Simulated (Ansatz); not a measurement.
A crystal relaxed with r2SCAN in the plane-wave code Ansatz has space group I4_1/amd:1 (No. 141) and a = 6.624 Å, c = 5.989 Å.

```csv
atom,site,x,y,z
Zr,4a,0.0000,0.5000,0.2500
Si,4b,0.5000,0.0000,0.2500
Xx,16h,0.5000,0.3160,0.8209
```

r2SCAN gives an indirect gap of 5.24 eV, from Γ–Z (0.11 of the way from Γ) to k = (0.177, 0.344, 0.240); the least direct gap is 5.46 eV at Γ. With HSE06 the valence top lies at Γ–Z (0.11 of the way from Γ) and the conduction bottom at k = (0.177, 0.344, 0.240), 6.45 eV higher; the smallest vertical gap, at Γ, is 6.73 eV. Meshes: r2SCAN 6×6×6, HSE06 4×4×4.

**Question.** Which element is Xx?
A. Te
B. O
C. Se
D. S

**Answer.** B. Xx is O: a 12-atom cell of ZrSiO4 started from a crystallographic database. Zr is surrounded by 8 O at 2.14–2.28 Å; Si is surrounded by 4 O at 1.62 Å; O is surrounded by 1 Si at 1.62 Å and 2 Zr at 2.14–2.28 Å.

Calculated for a static, non-magnetic cell.

Where an edge lies off the special points, it is a point of the mesh or the k point where a search put PBE's edge or least direct gap, reused for the other functionals, whose own edges may lie a little apart.

Coordinates of k points refer to the reciprocal vectors of the primitive cell of the runs.

The meshes of the hybrids are coarse, so their gaps aren't converged to the digits shown.
